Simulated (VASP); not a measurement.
Write the native input for VASP 6.6.1 that does the following.

```yaml
Task: band structure
Functional: PBE
Potentials_or_basis: VASP PAW PBE potentials, release 64 (Ca_sv, O)
Cutoff: 520 eV
k_mesh: 10 × 10 × 10
Occupations: gaussian, width 0.02 eV
Spin: non-collinear spin, zero start, spin-orbit coupling
Starting_moments: "[[0.0, 0.0, 0.0], [0.0, 0.0, 0.0]] μB"
Further_INCAR_settings: ALGO = Normal; EDIFF = 1e-07; NBANDS = 28
```

Crystal: CaO.

```
Ca O
1.0
     0.00000    2.41896    2.41896
     2.41896    0.00000    2.41896
     2.41896    2.41896    0.00000
Ca O
1 1
Direct
  0.00000 0.00000 0.00000
  0.50000 0.50000 0.50000
```

The cell was built by a generator and needn't be a form met in nature.

The input as run:

POSCAR

```
CaO                                     
1.0
    0.0000000000      2.4189568295      2.4189568295
    2.4189568295      0.0000000000      2.4189568295
    2.4189568295      2.4189568295     -0.0000000000
  Ca              O             
     1     1
Direct
     0.0000000000000000    0.0000000000000000    0.0000000000000000
     0.5000000000000000    0.5000000000000000    0.5000000000000000
```

INCAR.step1

```
SYSTEM = CaO
PREC = Accurate ; ENCUT = 520
EDIFF = 1E-7 ; ISMEAR = 0
SIGMA = 0.02 ; LREAL = .False.
LASPH = .True. ; NELM = 100
ALGO = Normal ; ISIF = 2
LWAVE = .False. ; LCHARG = .True.
MAGMOM = 0 0 0 0 0 0 ; LORBIT = 11
LSORBIT = .True. ; GGA_COMPAT = .False.
GGA = PE ; NBANDS = 28
KPAR = 4
```

KPOINTS.step1

```
Automatic mesh
0
Gamma
  10 10 10
  0 0 0
```

INCAR.step2

```
SYSTEM = CaO
PREC = Accurate ; ENCUT = 520
EDIFF = 1E-7 ; ISMEAR = 0
SIGMA = 0.05 ; LREAL = .False.
LASPH = .True. ; NELM = 100
ALGO = Normal ; ISIF = 2
LWAVE = .False. ; LCHARG = .False.
MAGMOM = 0 0 0 0 0 0 ; LORBIT = 11
LSORBIT = .True. ; GGA_COMPAT = .False.
GGA = PE ; NBANDS = 28
ICHARG = 11 ; KPAR = 4
```

KPOINTS.step2

```
path GXWKGLUWLK,UX
10
line-mode
reciprocal
 0.0000000000  0.0000000000  0.0000000000  G
 0.5000000000  0.0000000000  0.5000000000  X

 0.5000000000  0.0000000000  0.5000000000  X
 0.5000000000  0.2500000000  0.7500000000  W

 0.5000000000  0.2500000000  0.7500000000  W
 0.3750000000  0.3750000000  0.7500000000  K

 0.3750000000  0.3750000000  0.7500000000  K
 0.0000000000  0.0000000000  0.0000000000  G

 0.0000000000  0.0000000000  0.0000000000  G
 0.5000000000  0.5000000000  0.5000000000  L

 0.5000000000  0.5000000000  0.5000000000  L
 0.6250000000  0.2500000000  0.6250000000  U

 0.6250000000  0.2500000000  0.6250000000  U
 0.5000000000  0.2500000000  0.7500000000  W

 0.5000000000  0.2500000000  0.7500000000  W
 0.5000000000  0.5000000000  0.5000000000  L

 0.5000000000  0.5000000000  0.5000000000  L
 0.3750000000  0.3750000000  0.7500000000  K

 0.6250000000  0.2500000000  0.6250000000  U
 0.5000000000  0.0000000000  0.5000000000  X
```

Potentials or basis: VASP PAW PBE potentials, release 64 (Ca_sv, O).

Launch:

```bash
$ cat potpaw_PBE.64/Ca_sv/POTCAR potpaw_PBE.64/O/POTCAR > POTCAR
$ cp INCAR.step1 INCAR
$ cp KPOINTS.step1 KPOINTS
$ mpirun -np 4 vasp_ncl > vasp.out
$ cp INCAR.step2 INCAR
$ cp KPOINTS.step2 KPOINTS
$ mpirun -np 4 vasp_ncl > vasp.out
```

Results of the run:

```yaml
Net_moment: 0.00 μB per cell
```

Caveat: the log is that of the step along the path at fixed density, whose energy, stress, charges and moments have no meaning.

Run time: 92 s on 4 MPI ranks on Intel(R) Xeon(R) Platinum 8259CL CPU @ 2.50GHz (Skylake/Cascade Lake), on a shared host, peak memory 0.3 GiB a rank.
